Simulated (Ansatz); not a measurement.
**Nuclear-site quantities of CsBr as the cell is scaled**

```
Cs Br
1.0
     4.28600    0.00000    0.00000
     0.00000    4.28600    0.00000
     0.00000    0.00000    4.28600
Cs Br
1 1
Direct
  0.00000 0.00000 0.00000
  0.50000 0.50000 0.50000
```

Atom numbers follow the list: Cs1, Br2.

The cell is COD entry 9008788, as deposited and not checked against the literature; nothing was relaxed. It is an old determination, and later ones may differ.

Spin–orbit coupling is left out, though it moves levels of the heavy atoms by tenths of an eV or more.

All numbers below come from Ansatz 0.2.0, DFT, PBE, all-electron PAW with datasets made for the crystal, scalar-relativistic.

Numerical set-up: a Γ-centred 6×6×6 k mesh, Fermi–Dirac smearing of 0.03 eV, cutoff 200 eV (chosen by the program for this cell), no spin polarisation.

The contact density is the mean electron density over the nuclear volume; its changes follow the s electrons' response to bonding and compression. Changes below are taken from the unscaled cell, where it is 1.90031e+06 e/Å³ at Cs1, 293311 e/Å³ at Br2.

| V/V(cell) | P (GPa) | Δρ(0) Cs1 (e/Å³) | Δρ(0) Br2 (e/Å³) |
| --- | --- | --- | --- |
| 0.9500 | 2.1 | 0.98 | ? |
| 1.0000 | 1.1 | 0.00 | 0.00 |
| 1.0500 | 0.3 | ? | ? |

Fill in "Δρ(0) Br2 (e/Å³)" for the row "0.9500".

-0.14.

Fill in "Δρ(0) Cs1 (e/Å³)" for the row "1.0500".

-0.87.

What belongs in the row "1.0500", column "Δρ(0) Br2 (e/Å³)"?

0.14.

The datasets are made afresh for each cell, so very small changes are uncertain. Scalar relativity leaves out the p1/2 density at heavy nuclei.
